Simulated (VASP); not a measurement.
Wanted: the native input for a VASP 6.6.1 run.

| Property | Result |
| --- | --- |
| Task | single point |
| Functional | PBEsol |
| Potentials or basis | VASP PAW PBE potentials, release 64 (Bi_d) |
| Cutoff | 520 eV |
| k mesh | 9 × 9 × 9 |
| Occupations | fermi-dirac, width 0.05 eV |
| Spin | no spin polarisation |
| Ladder | free |
| Further INCAR settings | ALGO = Normal; EDIFF = 1e-07; NBANDS = 14 |

The structure of Bi lies in POSCAR:

```
Bi
1.0
   -1.9814305318      1.9814305318      1.9814305318
    1.9814305318     -1.9814305318      1.9814305318
    1.9814305318      1.9814305318     -1.9814305318
Bi
1
Direct
    0.0000000000      0.0000000000      0.0000000000
```

This isn't the form of Bi at room conditions, which is rhombohedral.

One way to write it, as run:

INCAR

```
ALGO = Normal ; EDIFF = 1E-7
ENCUT = 520 ; GGA = PS
ISIF = 2 ; ISMEAR = -1
LASPH = True ; LCHARG = False
LREAL = False ; LWAVE = False
NBANDS = 14 ; NELM = 60
PREC = Accurate ; SIGMA = 0.05
```

KPOINTS

```
k-points
0
Gamma
  9 9 9
```

Potentials or basis: VASP PAW PBE potentials, release 64 (Bi_d).

Command:

```bash
$ cat potpaw_PBE.64/Bi_d/POTCAR > POTCAR
$ mpirun -np 1 vasp_std > vasp.out
```

It gave:

```json
{"Pressure": "-2.0 GPa", "Band gap on the k mesh": "none (metal or under the smearing width)"}
```

Caveat: the PAW data sets were made with another functional, which shifts forces and pressure a little; spin-orbit coupling is left out, which moves the levels of the heavy elements.

It took 14 s on 1 thread of Intel(R) Xeon(R) Platinum 8259CL CPU @ 2.50GHz (Skylake/Cascade Lake), on a shared host, peak memory 0.16 GiB.
